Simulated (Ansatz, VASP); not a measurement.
## Two plane-wave programs on NiO

File INCAR:

```
SYSTEM = NiO
ALGO = Normal ; EDIFF = 1E-7
ENCUT = 520 ; GGA = PS
ISIF = 2 ; ISMEAR = 0
ISPIN = 2 ; LASPH = .True.
LCHARG = .False. ; LDAU = .True.
LDAUJ = 0 0 ; LDAUL = 2 -1
LDAUPRINT = 1 ; LDAUTYPE = 2
LDAUU = 4 0 ; LMAXMIX = 4
LORBIT = 11 ; LREAL = .False.
LWAVE = .False. ; MAGMOM = 1.83 0.29
NBANDS = 19 ; NELM = 150
PREC = Accurate ; SIGMA = 0.05
```

File KPOINTS:

```
k-points
0
Gamma
  8 8 8
  0 0 0
```

The input POSCAR:

```
NiO
1.0
    0.0000000000      2.0913095100      2.0913095100
    2.0913095100      0.0000000000      2.0913095100
    2.0913095100      2.0913095100      0.0000000000
Ni O
1 1
Direct
    0.0000000000      0.0000000000      0.0000000000
    0.5000000000      0.5000000000      0.5000000000
```

Input for Ansatz:

```yaml
crystal:
  lattice:
    - [0.0, 2.09130951, 2.09130951]
    - [2.09130951, 0.0, 2.09130951]
    - [2.09130951, 2.09130951, 0.0]
  atoms:
    - { symbol: Ni, position: [0.0, 0.0, 0.0], spin: 2.0 }
    - { symbol: O, position: [0.5, 0.5, 0.5] }
basis:
  ecutwfc: 420
  ecutrho_ratio: 4
kpoints:
  mp_grid: { grid: [8, 8, 8] }
hamiltonian:
  xc: pbesol
  hubbard:
    sites:
      - { site: 0, l: d, u_eff: 4.0, starting_ns: [{ spin: up, occupation_matrix: s0up }, { spin: down, occupation_matrix: s0down }] }
    occupation_matrices:
      s0up:
        matrix:
          - [0.97, 0.0, 0.0, 0.0, 0.0]
          - [0.0, 0.97, 0.0, 0.0, 0.0]
          - [0.0, 0.0, 0.97, 0.0, 0.0]
          - [0.0, 0.0, 0.0, 0.97, 0.0]
          - [0.0, 0.0, 0.0, 0.0, 0.97]
      s0down:
        matrix:
          - [0.02, 0.0, 0.0, 0.0, 0.0]
          - [0.0, 0.97, 0.0, 0.0, 0.0]
          - [0.0, 0.0, 0.97, 0.0, 0.0]
          - [0.0, 0.0, 0.0, 0.02, 0.0]
          - [0.0, 0.0, 0.0, 0.0, 0.97]
    ns_hold: { iters: 10 }
scf:
  occupations: { method: gaussian, width: 0.05 }
  lower_state_search: "off"
  max_iter: 150
output:
  forces: true
  stress: true
  eigenvalues: true
  populations: true
  hubbard: { sites: [{ site: 0, l: d }] }
  write_density: true
  write_potential: true
  elf: true
  volumetric_format: npy
magnetization:
  spin_polarized: true
```

Alike in both runs: task single point; functional PBEsol; k mesh 8 × 8 × 8; occupations gaussian, width 0.05 eV; collinear spin; Hubbard terms Ni d U = 4.0 eV.

```csv
,VASP,Ansatz
version,VASP 6.6.1,Ansatz 0.2.0
potentials or method,"VASP PAW PBE potentials, release 64 (Ni, O)","scalar-relativistic, plane waves, PAW"
plane-wave cutoff (eV),520,420
valence electrons in the cell,16,24
```

```csv
,VASP,Ansatz,Ansatz less VASP
gap on the k mesh at the Fermi level (eV),1.16,1.01,-0.141
least direct gap on the mesh (eV),2.08,1.92,-0.163
pressure (GPa),-5.9,0.5,+6.45
net moment per atom (μB),1.00,1.00,0.000
size of the moment on the site where the two differ most (μB),1.74,1.67,-0.071
```

Site moments also hang on the region over which each program counts them. The programs project onto different local orbitals, so the same U acts differently. The two sets of potentials don't hold the same shells in valence.

Caveats: the PAW data sets were made with another functional, which shifts forces and pressure a little (VASP); a cell with one magnetic atom can't hold antiferromagnetic order, which such compounds often take. The state reached can hang on the start; a lower one may exist. A k mesh can miss the band edges.
